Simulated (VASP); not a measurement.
# HfH2 (I4/mmm) in VASP: single point with LDA

Aim: the single point of HfH2 with LDA.

All numbers are computed with VASP 6.6.1; they aren't measurements. Logs are shortened: lines on timing, memory, paths and dates and some standing lists are left out, and cuts for length are marked.

## (1) The crystal as given

The structure is tetragonal, space group I4/mmm (No. 139). Conventional cell: a = 3.461 Å, b = 3.461 Å, c = 4.290 Å, α = 90.00°, β = 90.00°, γ = 90.00°. Hf (site symmetry 4/mmm) is surrounded by 8 H at 2.04 Å. H (site symmetry -4m2) has 4 Hf at 2.04 Å and 2 H at 2.14 Å as nearest neighbours.

The cell comes from a database or a generator and needn't be the stable form of this composition.

## (2) Single point, LDA

Contents of INCAR:

```
SYSTEM = HfH2
PREC = Accurate
ENCUT = 520
EDIFF = 1E-6
ISMEAR = -1
SIGMA = 0.03
LREAL = .False.
LASPH = .True.
NELM = 100
ALGO = Fast
ISIF = 2
LWAVE = .False.
LCHARG = .False.
GGA = CA
NBANDS = 13
```

Contents of KPOINTS:

```
Automatic mesh
0
Gamma
  15 15 15
  0 0 0
```

Contents of POSCAR:

```
HfH2
1.0
   -1.7307056792      1.7307056792      2.1447997069
    1.7307056792     -1.7307056792      2.1447997069
    1.7307056792      1.7307056792     -2.1447997069
Hf H
1 2
Direct
    0.0000000000      0.0000000000      0.0000000000
    0.2500000000      0.7500000000      0.5000000000
    0.7500000000      0.2500000000      0.5000000000
```

Potentials or basis: VASP PAW LDA potentials, release 64 (Hf_pv, H).

Launch:

```bash
$ cat potpaw_LDA.64/Hf_pv/POTCAR potpaw_LDA.64/H/POTCAR > POTCAR
$ mpirun -np 1 vasp_std > vasp.out
```

OUTCAR:

```text
SYSTEM = HfH2
   PREC = Accurate
   ENCUT = 520
   EDIFF = 1E-6
   ISMEAR = -1
   LREAL = .False.
   LASPH = .True.
   NELM = 100
   ISIF = 2
   GGA = CA

 ion  position               nearest neighbor table
   1  0.000  0.000  0.000-   2 2.04   3 2.04   2 2.04   3 2.04   3 2.04   2 2.04   3 2.04   2 2.04

   2  0.250  0.750  0.500-   1 2.04   1 2.04   1 2.04   1 2.04
   3  0.750  0.250  0.500-   1 2.04   1 2.04   1 2.04   1 2.04

  LATTYP: Found a body centered tetragonal cell.
 ALAT       =     3.4614113584
 C/A-ratio  =     1.2392631125

  Lattice vectors:

 A1 = (  -1.7307056792,   1.7307056792,   2.1447997069)
 A2 = (   1.7307056792,  -1.7307056792,   2.1447997069)
 A3 = (   1.7307056792,   1.7307056792,  -2.1447997069)

Analysis of symmetry for initial positions (statically):
=====================================================================
 Subroutine PRICEL returns:
 Original cell was already a primitive cell.

 Routine SETGRP: Setting up the symmetry group for a
 body centered tetragonal supercell.

 Subroutine GETGRP returns: Found 16 space group operations
 (whereof 16 operations were pure point group operations)
 out of a pool of 16 trial point group operations.

The static configuration has the point symmetry D_4h.

Analysis of symmetry for dynamics (positions and initial velocities):
=====================================================================
 Subroutine PRICEL returns:
 Original cell was already a primitive cell.

 Routine SETGRP: Setting up the symmetry group for a
 body centered tetragonal supercell.

 Subroutine GETGRP returns: Found 16 space group operations
 (whereof 16 operations were pure point group operations)
 out of a pool of 16 trial point group operations.

The dynamic configuration has the point symmetry D_4h.

 Subroutine INISYM returns: Found 16 space group operations
 (whereof 16 operations are pure point group operations),
 and found     1 'primitive' translations

----------------------------------------------------------------------------------------

                                     Primitive cell

  volume of cell :      25.6976

  direct lattice vectors                    reciprocal lattice vectors
    -1.730705679  1.730705679  2.144799707     0.000000000  0.288899497  0.233122001
     1.730705679 -1.730705679  2.144799707     0.288899497  0.000000000  0.233122001
     1.730705679  1.730705679 -2.144799707     0.288899497  0.288899497  0.000000000

  length of vectors
     3.254358628  3.254358628  3.254358628     0.371226059  0.371226059  0.408565587

  position of ions in fractional coordinates (direct lattice)
[... 89 lines left out ...]
   POTIM  = 0.5000    time-step for ionic-motion
   TEBEG  =    0.0;   TEEND  =   0.0 temperature during run
   PSTRESS=    0.0 pullay stress
   NELECT =      12.0000    total number of electrons
   NUPDOWN=      -1.0000    fix difference up-down
   EMIN   =  10.00;   EMAX   =-10.00  energy-range for DOS
   EFERMI =   0.00;   METHOD = LEGACY
   ISMEAR =    -1;   SIGMA  =   0.03  broadening in eV -4-tet -1-fermi 0-gaus
   EFERMI_NEDOS =   21; number of points for ismear=-14 and -15
   IALGO  =     68    algorithm
   IMIX   =      4    mixing-type and parameters
     AMIX     =   0.40;   BMIX     =  1.00
     AMIX_MAG =   1.60;   BMIX_MAG =  1.00
  volume/ion in A,a.u.               =       8.57        57.81
  Fermi-wavevector in a.u.,A,eV,Ry     =   1.270099  2.400139 21.948253  1.613151
  Thomas-Fermi vector in A             =   2.403104
   LORBIT       =      0    0 simple, 1 ext, 2 COOP (PROOUT), +10 PAW based schemes
   GGA     = CA    functional components
   LHFCALC =     F    Hartree Fock is set to
   AEXX    =    0.0000 exact exchange contribution
   IVDW    =     0    specifies the selected vdW correction
   LEPSILON=     F    determine dielectric tensor
   LRPA    =     F    only Hartree local field effects (RPA)
 non-spin polarized calculation
 RMM-DIIS sequential band-by-band and
  energy-cutoff  :      520.00
  volume of cell :       25.70
 maximum number of plane-waves:       720
   NGX = 13   NGY = 13   NGZ = 13

 number of electron      12.0000000 magnetization

 Free energy of the ion-electron system (eV)
  ---------------------------------------------------
  ext. energy  EPLUGINS =         0.00000000
  ---------------------------------------------------
  free energy    TOTEN  =       -19.48587955 eV

  energy without entropy =      -19.48431596  energy(sigma->0) =      -19.48509775

 E-fermi :   5.4025     XC(G=0): -11.7234

 val. band max:        5.3882024985   @ k =  -0.1333   0.1333   0.0667
 cond. band min:       5.4049454100   @ k =  -0.1333  -0.4000   0.1333
 fundamental gap:      0.0167429116
 Fermi energy:         5.4024670638

 k-point     1 :       0.0000    0.0000    0.0000
  band No.  band energies     occupation
      1     -25.3160      2.00000
      2     -25.3160      2.00000
      3     -25.2542      2.00000
      4      -5.9115      2.00000
      5       4.2881      2.00000
      6       4.8805      2.00000
      7       4.8805      2.00000
      8       5.7418      0.00002
      9       7.1817      0.00000
     10       8.6294      0.00000
     11      17.2269      0.00000
     12      17.3496      0.00000
     13      17.3496      0.00000
[... 354 lines left out ...]
  band No.  band energies     occupation
      1     -25.6469      2.00000
      2     -25.4292      2.00000
      3     -25.3051      2.00000
      4      -3.9724      2.00000
      5       0.2536      2.00000
      6       4.9012      2.00000
      7       6.2354      0.00000
      8       7.3784      0.00000
      9       8.8247      0.00000
     10      11.2202      0.00000
     11      13.6499      0.00000
     12      16.4338      0.00000
     13      18.6620      0.00000

 [... further k-points ...]
[... 5 lines left out ...]
  --------------------------------------------------------------------------------------
  -------------------------------------------------------------------------------------
  Total       -0.7785162     -0.7785162     -0.8743954      0.0000000      0.0000000     -0.0000000
  in kB      -48.5383553    -48.5383553    -54.5161601      0.0000000      0.0000000     -0.0000000
  external PRESSURE =     -50.5309569 kB  Pullay stress =       0.0000000 kB

 VOLUME and BASIS-vectors are now :
 -----------------------------------------------------------------------------
  energy-cutoff  :      520.00
  volume of cell :       25.70
      direct lattice vectors                 reciprocal lattice vectors
    -1.730705679  1.730705679  2.144799707     0.000000000  0.288899497  0.233122001
     1.730705679 -1.730705679  2.144799707     0.288899497  0.000000000  0.233122001
     1.730705679  1.730705679 -2.144799707     0.288899497  0.288899497  0.000000000

 POSITION                                       TOTAL-FORCE (eV/Angst)
 -----------------------------------------------------------------------------------
      0.00000      0.00000      0.00000         0.000000      0.000000      0.000000
      1.73071     -0.00000      1.07240        -0.000000     -0.000000     -0.000000
     -0.00000      1.73071      1.07240        -0.000000      0.000000     -0.000000
 -----------------------------------------------------------------------------------
    total drift:                                0.000000      0.000000      0.000000

  FREE ENERGIE OF THE ION-ELECTRON SYSTEM (eV)
  ---------------------------------------------------
  free  energy   TOTEN  =       -19.4858795532 eV

  energy  without entropy=      -19.4843159558  energy(sigma->0) =      -19.48509775
```

Run time: 30 s. Hardware: 1 thread of Intel Xeon Platinum 8559C (Emerald Rapids), shared host; peak memory 0.2 GiB.

What came out:

| Quantity | Value |
| --- | --- |
| Free energy | -19.4859 eV |
| Pressure | -5.1 GPa |
| Band gap on the k mesh | none (metal or under the smearing width) |

Stress tensor (GPa, compression positive):
```
-4.85  0.00  0.00
 0.00 -4.85  0.00
 0.00  0.00 -5.45
```

Levels at points of the mesh, in eV from the Fermi level:
```csv
k point,band 2,band 3,band 4,band 5,band 6,band 7,band 8,band 9,band 10,band 11
"(0.00, 0.00, 0.00)",-30.72,-30.66,-11.31,-1.11,-0.52,-0.52,0.34,1.78,3.23,11.82
```

The run has no spin-orbit coupling, so splittings on Hf are missing.
